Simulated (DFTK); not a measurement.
Crystal: Rb.

```xyz
1
Lattice="-2.8025 2.8025 2.8025 2.8025 -2.8025 2.8025 2.8025 2.8025 -2.8025" Properties=species:S:1:pos:R:3 pbc="T T T"
Rb    0.0000    0.0000    0.0000
```

* Program: DFTK 0.8.2
* Task: single point
* Functional: PBE
* Potentials or basis: dojo.nc.sr.pbe.v0_4_1.standard.upf (PBE)
* Cutoff: 789 eV
* k mesh: 7 × 7 × 7
* Occupations: fermi-dirac, width 0.05 eV
* Spin: no spin polarisation

On this cell: pressure 0.1 GPa; band gap on the k mesh none (metal or under the smearing width).

The same run follows on a disturbed copy (cell strained at random at fixed volume):

```xyz
1
Lattice="-2.9209 2.8264 2.7124 2.9163 -2.8591 2.7405 2.8433 2.7815 -2.7451" Properties=species:S:1:pos:R:3 pbc="T T T"
Rb   -0.0374    0.0067    0.0065
```

Question: What does the disturbed cell give?

Answer: The energy (extrapolated to zero smearing) moves by +0.1 meV/atom; pressure 0.1 GPa; band gap on the k mesh none (metal or under the smearing width).

Stress tensor (GPa, compression positive):
```
0.11 0.07 0.01
0.07 0.09 0.03
0.01 0.03 0.07
```
